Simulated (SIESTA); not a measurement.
Crystal: MoS2.

```
Mo S
1.0
     1.58000    0.91221    6.15000
    -1.58000    0.91221    6.15000
     0.00000   -1.82443    6.15000
Mo S
1 2
Direct
  0.00000 0.00000 0.00000
  0.41700 0.41700 0.41700
  0.25000 0.25000 0.25000
```

Measurements of this composition are mostly on another form, of space group No. 194.

Base run:

- Program: SIESTA 5.4.2
- Functional: PBE
- Potentials or basis: PseudoDojo 0.4 standard (PBE files)
- Basis: DZP (energy shift 0.003 Ry; two zetas on semicore shells)
- Grid cutoff: 800 Ry
- Energy shift: 0.003 Ry
- k mesh: 10 × 10 × 10
- Occupations: fermi-dirac, width 0.05 eV
- Spin: no spin polarisation

Its results: band gap on the k mesh 1.01 eV, indirect (least direct gap 1.99 eV); pressure 8.3 GPa; largest force 0.964 eV/Å.

Question: The run is repeated on the same cell with these changes: functional from PBE to vdW-DF2. What comes out?

Answer: Band gap on the k mesh 1.00 eV, indirect (least direct gap 1.96 eV); pressure 19.5 GPa; largest force 1.890 eV/Å.

Caveats: the basis of atomic orbitals isn't converged, which shifts pressures, moduli and gaps; so large a pressure means that the cell lies far from this level's equilibrium, or that cutoff or potentials fall short (some runs); the potentials were made for another functional, which shifts forces and pressure (some runs).

A k mesh can miss the band edges.

Not every run made on this cell is shown here.
